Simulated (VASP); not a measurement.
Zn2SnN2:

```
Zn Sn N
1.0
     3.36293    0.00000    0.00000
    -1.68147    2.91239    0.00000
     0.00000    0.00000    8.21400
Zn Sn N
2 1 2
Direct
  0.33333 0.66667 0.30874
  0.33333 0.66667 0.69126
  0.00000 0.00000 0.00000
  0.00000 0.00000 0.27380
  0.00000 0.00000 0.72620
```

The cell was built by a generator and needn't be a form met in nature.

| Item | Value |
| --- | --- |
| Program | VASP 6.6.1 |
| Task | relaxation of cell and atoms |
| Functional | PBE |
| Potentials or basis | VASP PAW PBE potentials, release 64 (Zn, Sn_d, N) |
| Cutoff | 520 eV |
| k mesh | 10 × 10 × 4 |
| Occupations | gaussian, width 0.1 eV |
| Spin | no spin polarisation |

At the start: pressure -0.4 GPa; volume 16.09 Å³/atom.

Where does the relaxation end?

Over 17 steps the energy falls by 2.9 meV/atom and the volume is 16.43 Å³/atom (+2.1 %); space group P-6m2 (No. 187, to 0.05 Å).

The path:
| step | energy change (eV) | largest force (eV/Å) | pressure (GPa) | volume (Å³) |
| --- | --- | --- | --- | --- |
| 1 | 0.0000 | 0.1902 | -0.36 | 80.45 |
| 2 | -0.0093 | 0.0797 | 0.06 | 80.03 |
| 3 | -0.0104 | 0.0231 | 0.26 | 79.84 |
| 4 | -0.0107 | 0.0380 | -0.01 | 80.14 |
| 5 | -0.0107 | 0.0413 | -0.11 | 80.21 |
| 6 | -0.0107 | 0.0397 | -0.05 | 80.18 |
| 7 | -0.0110 | 0.0374 | -0.09 | 80.26 |
| 8 | -0.0118 | 0.0300 | -0.14 | 80.52 |
| 9 | -0.0129 | 0.0368 | -0.25 | 81.03 |
| 10 | -0.0137 | 0.0587 | -0.40 | 82.06 |
| 11 | -0.0140 | 0.0514 | -0.26 | 82.03 |
| 12 | -0.0142 | 0.0375 | 0.02 | 81.96 |
| 13 | -0.0142 | 0.0372 | 0.08 | 81.95 |
| 14 | -0.0143 | 0.0304 | 0.08 | 81.98 |
| 15 | -0.0145 | 0.0143 | 0.06 | 82.06 |
| 16 | -0.0145 | 0.0256 | 0.00 | 82.21 |
| 17 | -0.0146 | 0.0079 | 0.01 | 82.13 |

Final structure:
```
Zn Sn N
1.0
     3.37853    0.00000    0.00000
    -1.68926    2.92589    0.00000
     0.00000    0.00000    8.30874
Zn Sn N
2 1 2
Direct
  0.33333 0.66667 0.29919
  0.33333 0.66667 0.70081
  0.00000 0.00000 0.00000
  0.00000 0.00000 0.26516
  0.00000 0.00000 0.73484
```
